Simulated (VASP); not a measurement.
# GaP (F-43m) in VASP: a series of runs, part 2 of 2

VASP 6.6.1. Earlier steps stand in the parts before.

## Step 3: Relaxation of cell and atoms, PBEsol

This run uses another cell than the first one, of 20.09 Å³/atom, 0.992 times its volume.

INCAR

```
ALGO = Normal
EDIFF = 1E-7
EDIFFG = -0.005
ENCUT = 600
GGA = PS
IBRION = 2
ISIF = 3
ISMEAR = 0
LASPH = True
LCHARG = False
LREAL = False
LWAVE = False
NELM = 80
NSW = 90
PREC = Accurate
SIGMA = 0.03
```

KPOINTS

```
k-points
0
Gamma
  8 8 8
```

POSCAR

```
GaP                                     
1.0
   -0.0000000000      2.7184163015      2.7184163015
    2.7184163015      0.0000000000      2.7184163015
    2.7184163015      2.7184163015     -0.0000000000
  Ga              P             
     1     1
Direct
     0.0000000000000000    0.0000000000000000    0.0000000000000000
     0.2500000000000000    0.2500000000000000    0.2500000000000000
```

Potentials or basis: VASP PAW PBE potentials, release 64 (Ga_d, P).

Started as:

```console
$ cat potpaw_PBE.64/Ga_d/POTCAR potpaw_PBE.64/P/POTCAR > POTCAR
$ mpirun -np 1 vasp_std > vasp.out
```

OUTCAR:

```text
EDIFF = 1E-7
   EDIFFG = -0.005
   ENCUT = 600
   GGA = PS
   IBRION = 2
   ISIF = 3
   ISMEAR = 0
   LASPH = True
   LREAL = False
   NELM = 80
   NSW = 90
   PREC = Accurate

 ion  position               nearest neighbor table
   1  0.000  0.000  0.000-   2 2.35   2 2.35   2 2.35   2 2.35
   2  0.250  0.250  0.250-   1 2.35   1 2.35   1 2.35   1 2.35

  LATTYP: Found a face centered cubic cell.
 ALAT       =     5.4368326030

  Lattice vectors:

 A1 = (   0.0000000000,   2.7184163015,   2.7184163015)
 A2 = (   2.7184163015,   0.0000000000,   2.7184163015)
 A3 = (   2.7184163015,   2.7184163015,   0.0000000000)

Analysis of symmetry for initial positions (statically):
=====================================================================
 Subroutine PRICEL returns:
 Original cell was already a primitive cell.

 Routine SETGRP: Setting up the symmetry group for a
 face centered cubic supercell.

 Subroutine GETGRP returns: Found 24 space group operations
 (whereof 24 operations were pure point group operations)
 out of a pool of 48 trial point group operations.

The static configuration has the point symmetry T_d .

[... 170 lines left out ...]
  band No.  band energies     occupation
      1      -9.9089      2.00000
      2      -9.9089      2.00000
      3      -9.9089      2.00000
      4      -9.8058      2.00000
      5      -9.8058      2.00000
      6      -7.9353      2.00000
      7       4.6458      2.00000
      8       4.6458      2.00000
      9       4.6458      2.00000
     10       6.4582      0.00000
     11       8.4705      0.00000
     12       8.4705      0.00000
     13       8.4705      0.00000
[... 354 lines left out ...]
  band No.  band energies     occupation
      1     -10.0001      2.00000
      2      -9.8771      2.00000
      3      -9.8644      2.00000
      4      -9.8114      2.00000
      5      -9.7984      2.00000
      6      -5.4051      2.00000
      7      -1.8637      2.00000
      8       1.3771      2.00000
      9       2.6631      2.00000
     10       8.0610      0.00000
     11       8.8339      0.00000
     12      11.0770      0.00000
     13      12.5058      0.00000

 [... further k-points ...]
[... 5 lines left out ...]
  --------------------------------------------------------------------------------------
  -------------------------------------------------------------------------------------
  Total        0.0008286      0.0008286      0.0008286      0.0000000      0.0000000     -0.0000000
  in kB        0.0330431      0.0330431      0.0330431      0.0000000      0.0000000     -0.0000000
  external PRESSURE =       0.0330431 kB  Pullay stress =       0.0000000 kB

 VOLUME and BASIS-vectors are now :
 -----------------------------------------------------------------------------
  energy-cutoff  :      600.00
  volume of cell :       40.18
      direct lattice vectors                 reciprocal lattice vectors
     0.000000000  2.718416302  2.718416302    -0.183930622  0.183930622  0.183930622
     2.718416302  0.000000000  2.718416302     0.183930622 -0.183930622  0.183930622
     2.718416302  2.718416302  0.000000000     0.183930622  0.183930622 -0.183930622

 POSITION                                       TOTAL-FORCE (eV/Angst)
 -----------------------------------------------------------------------------------
      0.00000      0.00000      0.00000         0.000000      0.000000      0.000000
      1.35921      1.35921      1.35921        -0.000000     -0.000000     -0.000000
 -----------------------------------------------------------------------------------
    total drift:                                0.000001      0.000001      0.000001

  FREE ENERGIE OF THE ION-ELECTRON SYSTEM (eV)
  ---------------------------------------------------
  free  energy   TOTEN  =        -9.9211065095 eV

  energy  without entropy=       -9.9211065095  energy(sigma->0) =       -9.92110651

 reached required accuracy - stopping structural energy minimisation
```

OSZICAR:

```text
N       E                     dE             d eps       ncg     rms          rms(c)
DAV:   1     0.836879830803E+02    0.83688E+02   -0.10108E+04   762   0.215E+03
DAV:   2    -0.388252217950E+01   -0.87571E+02   -0.84279E+02   854   0.354E+02
DAV:   3    -0.100925844080E+02   -0.62101E+01   -0.61155E+01   954   0.779E+01
DAV:   4    -0.102065921336E+02   -0.11401E+00   -0.11394E+00   889   0.113E+01
DAV:   5    -0.102090359087E+02   -0.24438E-02   -0.24437E-02   957   0.142E+00    0.415E+00
DAV:   6    -0.996242637208E+01    0.24661E+00   -0.43738E-01  1185   0.142E+01    0.263E+00
DAV:   7    -0.992371491685E+01    0.38711E-01   -0.99516E-02  1006   0.274E+00    0.985E-01
DAV:   8    -0.992091444308E+01    0.28005E-02   -0.13214E-02   922   0.166E+00    0.162E-01
DAV:   9    -0.992105800865E+01   -0.14357E-03   -0.11024E-03  1083   0.569E-01    0.636E-02
DAV:  10    -0.992107997337E+01   -0.21965E-04   -0.65624E-05   973   0.871E-02    0.258E-02
DAV:  11    -0.992110648407E+01   -0.26511E-04   -0.28350E-05   839   0.638E-02    0.420E-03
DAV:  12    -0.992110642818E+01    0.55892E-07   -0.16066E-06  1021   0.189E-02    0.353E-03
DAV:  13    -0.992110653588E+01   -0.10770E-06   -0.27122E-07   813   0.480E-03    0.111E-03
DAV:  14    -0.992110650946E+01    0.26421E-07   -0.11601E-08   467   0.153E-03
   1 F= -.99211065E+01 E0= -.99211065E+01  d E =-.992111E+01
```

CONTCAR:

```text
GaP
   1.00000000000000
     0.0000000000000000    2.7184163015000000    2.7184163015000000
     2.7184163015000000    0.0000000000000000    2.7184163015000000
     2.7184163015000000    2.7184163015000000    0.0000000000000000
  Ga              P
     1     1
Direct
     0.0000000000000000    0.0000000000000000    0.0000000000000000
     0.2500000000000000    0.2500000000000000    0.2500000000000000

  0.00000000E+00  0.00000000E+00  0.00000000E+00
  0.00000000E+00  0.00000000E+00  0.00000000E+00
```

It took 7.3 s on 1 thread of Intel Xeon 6975P-C (Granite Rapids), shared host; peak memory 0.18 GiB.

Results:

```
Free energy             : -9.9211 eV
Pressure after relaxing : 0.0 GPa
Band gap on the k mesh  : 1.50 eV, indirect (least direct gap 1.81 eV)
```

Final structure:
```
Ga P
1.0
     0.00000    2.71842    2.71842
     2.71842    0.00000    2.71842
     2.71842    2.71842    0.00000
Ga P
1 1
Direct
  0.00000 0.00000 0.00000
  0.25000 0.25000 0.25000
```

Levels at points of the mesh, in eV from the valence-band top:
```tsv
k point	band 5	band 6	band 7	band 8	band 9	band 10	band 11	band 12	band 13
(0.00, 0.00, 0.00)	-14.45	-12.58	0.00	0.00	0.00	1.81	3.82	3.82	3.82
(0.50, 0.00, 0.00)	-14.44	-10.47	-6.74	-1.14	-1.14	1.61	4.65	4.65	8.10
(0.50, 0.50, 0.00)	-14.43	-9.54	-6.84	-2.74	-2.74	1.50	1.71	10.61	10.61
```

Caveat: the relaxation stopped at its first step, so nothing moved; the PAW data sets were made with another functional, which shifts forces and pressure a little. A k mesh can miss the band edges.

## Step 4: Relaxation of cell and atoms, PBEsol

INCAR

```
SYSTEM = GaP
ALGO     = Normal         ! electronic algorithm
EDIFF    = 1E-6           ! SCF threshold, eV
EDIFFG   = -0.01          ! ionic threshold
ENCUT    = 600            ! plane-wave cutoff, eV
GGA      = PS             ! functional
IBRION   = 2              ! ionic algorithm
ISIF     = 3              ! what is computed and relaxed
ISMEAR   = 0              ! smearing method
LASPH    = .True.         ! aspherical terms in the spheres
LCHARG   = .False.        ! write CHGCAR
LREAL    = .False.        ! projectors in reciprocal space
LWAVE    = .False.        ! write WAVECAR
NELM     = 80             ! most SCF steps
NSW      = 90             ! ionic steps
PREC     = Accurate       ! precision mode
SIGMA    = 0.03           ! smearing width, eV
```

KPOINTS

```
k-points
0
Gamma
  8 8 8
  0 0 0
```

POSCAR

```
GaP
1.0
    0.0000000000      2.7252500000      2.7252500000
    2.7252500000      0.0000000000      2.7252500000
    2.7252500000      2.7252500000      0.0000000000
Ga P
1 1
Direct
    0.0000000000      0.0000000000      0.0000000000
    0.2500000000      0.2500000000      0.2500000000
```

Started as:

```console
$ cat potpaw_PBE.64/Ga_d/POTCAR potpaw_PBE.64/P/POTCAR > POTCAR
$ mpirun -np 1 vasp_std > vasp.out
```

Run time: 31 s. Hardware: 1 thread of Intel Xeon Platinum 8488C (Sapphire Rapids), shared host; peak memory 0.19 GiB.

It converged, with:

```yaml
Free_energy: -9.9212 eV
Relaxed_volume: 20.09 Å³/atom
Relaxed_cell: a = 3.844 Å, b = 3.844 Å, c = 3.844 Å, α = 60.00°, β = 60.00°, γ = 60.00°
Space_group_after_relaxing_to_0.05_Å: F-43m (No. 216)
Energy_gained_by_relaxing: 0.3 meV/atom
Ionic_steps: 3
Pressure_after_relaxing: 0.0 GPa
Band_gap_on_the_k_mesh: 1.50 eV, indirect (least direct gap 1.81 eV)
```

The path:
```
step  energy change (eV)  largest force (eV/Å)  pressure (GPa)  volume (Å³)
   1              0.0000                0.0000           -0.64        40.48
   2             -0.0004                0.0000            0.43        40.01
   3             -0.0006                0.0000           -0.03        40.18
```

Final structure:
```yaml
crystal:
  lattice:
    - [0.00000, 2.71842, 2.71842]
    - [2.71842, 0.00000, 2.71842]
    - [2.71842, 2.71842, 0.00000]
  atoms:
    - { symbol: Ga, position: [0.00000, 0.00000, 0.00000] }
    - { symbol: P, position: [0.25000, 0.25000, 0.25000] }
```

Levels at points of the mesh, in eV from the valence-band top:
| k point | band 7 | band 8 | band 9 | band 10 | band 11 | band 12 |
| --- | --- | --- | --- | --- | --- | --- |
| (0.00, 0.00, 0.00) | 0.00 | 0.00 | 0.00 | 1.81 | 3.82 | 3.82 |
| (0.50, 0.00, 0.00) | -6.74 | -1.14 | -1.14 | 1.61 | 4.65 | 4.65 |
| (0.50, 0.50, 0.00) | -6.84 | -2.74 | -2.74 | 1.50 | 1.71 | 10.61 |

Caveat: the PAW data sets were made with another functional, which shifts forces and pressure a little.

## Step 5: Relaxation of cell and atoms, PBEsol

This run uses another cell than the first one, of 20.09 Å³/atom, 0.992 times its volume.

Changes to INCAR since step 4:

```diff
@@ -2,4 +2,4 @@
 ALGO     = Normal         ! electronic algorithm
-EDIFF    = 1E-6           ! SCF threshold, eV
-EDIFFG   = -0.01          ! ionic threshold
+EDIFF    = 1E-7           ! SCF threshold, eV
+EDIFFG   = -0.005         ! ionic threshold
 ENCUT    = 600            ! plane-wave cutoff, eV
```

KPOINTS is that of step 4.

POSCAR

```
GaP                                     
1.0
   -0.0000000000      2.7184163015      2.7184163015
    2.7184163015      0.0000000000      2.7184163015
    2.7184163015      2.7184163015     -0.0000000000
  Ga              P             
     1     1
Direct
     0.0000000000000000    0.0000000000000000    0.0000000000000000
     0.2500000000000000    0.2500000000000000    0.2500000000000000
```

Started as:

```console
$ cat potpaw_PBE.64/Ga_d/POTCAR potpaw_PBE.64/P/POTCAR > POTCAR
$ mpirun -np 1 vasp_std > vasp.out
```

Wall time 18 s (1 thread of Intel Xeon Platinum 8488C (Sapphire Rapids), shared host); peak memory 0.18 GiB.

Results (log left out):

```
Free energy             : -9.9211 eV
Pressure after relaxing : 0.0 GPa
Band gap on the k mesh  : 1.50 eV, indirect (least direct gap 1.81 eV)
```

Final structure:
```xyz
2
Lattice="0.0000 2.7184 2.7184 2.7184 0.0000 2.7184 2.7184 2.7184 0.0000" Properties=species:S:1:pos:R:3 pbc="T T T"
Ga    0.0000    0.0000    0.0000
P     1.3592    1.3592    1.3592
```

Levels at points of the mesh, in eV from the valence-band top:
| k point | band 7 | band 8 | band 9 | band 10 | band 11 | band 12 |
| --- | --- | --- | --- | --- | --- | --- |
| (0.00, 0.00, 0.00) | 0.00 | 0.00 | 0.00 | 1.81 | 3.82 | 3.82 |
| (0.50, 0.00, 0.00) | -6.74 | -1.14 | -1.14 | 1.61 | 4.65 | 4.65 |
| (0.50, 0.50, 0.00) | -6.84 | -2.74 | -2.74 | 1.50 | 1.71 | 10.61 |

Caveat: the relaxation stopped at its first step, so nothing moved; the PAW data sets were made with another functional, which shifts forces and pressure a little. PBEsol gaps usually lie below the measured ones, often by a third to a half.
